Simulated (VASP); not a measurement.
Input of a VASP 6.6.1 run:

The input INCAR:

```
PREC     = Accurate       # precision mode
ENCUT    = 600            # plane-wave cutoff, eV
EDIFF    = 1E-7           # SCF threshold, eV
ISMEAR   = 0              # smearing method
SIGMA    = 0.03           # smearing width, eV
LREAL    = F              # projectors in reciprocal space
LASPH    = T              # aspherical terms in the spheres
NELM     = 120            # most SCF steps
ALGO     = Fast           # electronic algorithm
ISIF     = 3              # what is computed and relaxed
LWAVE    = F              # write WAVECAR
LCHARG   = F              # write CHGCAR
GGA      = PE             # functional
IBRION   = 2              # ionic algorithm
NSW      = 60             # ionic steps
EDIFFG   = -0.005         # ionic threshold
LATTICE_CONSTRAINTS= .TRUE. .TRUE. .FALSE.
KPAR     = 2
```

The input KPOINTS:

```
Automatic mesh
0
Gamma
  12 12 1
```

POSCAR

```
Ge
1.0
    4.0300000000      0.0000000000      0.0000000000
   -2.0150000000      3.4900823800      0.0000000000
    0.0000000000      0.0000000000     16.6800000000
Ge
2
Direct
    0.3333330000      0.6666670000      0.4796163100
    0.6666670000      0.3333330000      0.5203836900
```

Potentials or basis: VASP PAW PBE potentials, release 64 (Ge_d).

Command:

```bash
$ cat potpaw_PBE.64/Ge_d/POTCAR > POTCAR
$ mpirun -np 2 vasp_std > vasp.out
```

Question: What does it give for the space group after relaxing (to 0.05 Å)?

Answer: P-3m1 (No. 164).

Question: Estimate the band gap on the k mesh.

Answer: None (metal or under the smearing width).

Question: Predict the relaxed cell.

Answer: a = 4.042 Å, b = 4.042 Å, c = 16.680 Å, α = 90.00°, β = 90.00°, γ = 120.00°.

Question: Estimate the relaxed volume.

Answer: 118.00 Å³/atom.

The path:
| step | energy change (eV) | largest force (eV/Å) | pressure (GPa) | volume (Å³) |
| --- | --- | --- | --- | --- |
| 1 | 0.0000 | 0.0107 | 0.08 | 234.60 |
| 2 | -0.0004 | 0.0148 | -0.05 | 236.68 |
| 3 | -0.0005 | 0.0055 | 0.00 | 236.00 |
| 4 | -0.0005 | 0.0075 | -0.02 | 236.03 |
| 5 | -0.0005 | 0.0016 | 0.02 | 235.73 |
| 6 | -0.0005 | 0.0071 | 0.00 | 235.95 |
| 7 | -0.0005 | 0.0067 | 0.00 | 235.95 |
| 8 | -0.0005 | 0.0072 | 0.00 | 235.99 |
| 9 | -0.0005 | 0.0043 | 0.01 | 235.98 |
| 10 | -0.0005 | 0.0072 | -0.01 | 235.99 |
| 11 | -0.0005 | 0.0052 | 0.00 | 235.98 |
| 12 | -0.0005 | 0.0061 | 0.00 | 235.99 |
| 13 | -0.0005 | 0.0066 | 0.00 | 235.99 |
| 14 | -0.0005 | 0.0019 | 0.00 | 235.99 |
